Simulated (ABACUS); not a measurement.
## ZrN in ABACUS: convergence with radial spacing of the orbitals

Crystal: ZrN.

```xyz
2
Lattice="0.0000 2.3000 2.3000 2.3000 0.0000 2.3000 2.3000 2.3000 0.0000" Properties=species:S:1:pos:R:3 pbc="T T T"
Zr    2.3000    2.3000    2.3000
N     0.0000    0.0000    0.0000
```

```yaml
Program: ABACUS 3.10.1
Task: convergence study
Functional: PBE
Potentials_or_basis: PseudoDojo NC SR 0.5 PBE standard
Cutoff: 1361 eV
Density_cutoff: 5442 eV
Basis: TZDP LCAO (the cutoffs set its grid)
k_mesh: 9 × 9 × 9
Occupations: methfessel-paxton, width 0.1 eV
Spin: no spin polarisation
```

These are the settings of the first run; the series varies radial spacing of the orbitals, with any setting tied to it.

Hardware: 4 MPI ranks on AMD EPYC 7R43 64-Core Processor (Zen 3), on a shared host.

| radial spacing of the orbitals | energy less the tightest run, at zero smearing (meV/atom) | SCF cycles | CPU time (s) |
| --- | --- | --- | --- |
| 0.08 bohr | 0.00 | 10 | 61 |
| 0.04 bohr | 0.00 | 10 | 63 |
| 0.02 bohr | 0.00 | 10 | 57 |
| 0.01 bohr | 0.00 | 10 | 56 |
| 0.005 bohr | 0.00 | 10 | 58 |

Against the tightest run, the energy stays within 1 meV/atom from 0.08 bohr on. The tightest run that finished is the yardstick and may itself not be fully converged.

Caveat, for the tightest run too: the atomic orbitals were generated for these runs and aren't a published set.
